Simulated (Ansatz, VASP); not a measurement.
# Two plane-wave programs on TiC

```xyz
4
Lattice="3.1560 0.0000 0.0000 -1.5780 2.7332 0.0000 0.0000 0.0000 4.7113" Properties=species:S:1:pos:R:3 pbc="T T T"
Ti    1.5780    0.9111    3.5335
Ti    0.0000    1.8221    1.1778
C     0.0000    0.0000    0.0000
C     0.0000    0.0000    2.3557
```

Alike in both runs: functional PBE; k mesh 18 × 18 × 10; occupations gaussian, width 0.1 eV; no spin polarisation.

Ansatz relaxed the structure, and its values are those at the end. VASP's run is a single point on that final structure, the one shown.

|  | VASP | Ansatz |
| --- | --- | --- |
| version | VASP 6.6.1 | Ansatz 0.2.0 |
| potentials or method | VASP PAW PBE potentials, release 64 (Ti_sv, C) | scalar-relativistic, plane waves, PAW |
| plane-wave cutoff (eV) | 520 | 420 |
| valence electrons in the cell | 32 | 32 |

```tsv
	VASP	Ansatz	Ansatz less VASP
gap on the k mesh at the Fermi level (eV)	none	none	-
pressure (GPa)	0.3	0.0	-0.25
```

A gap of «none» marks a metal or a gap that the smearing closes.
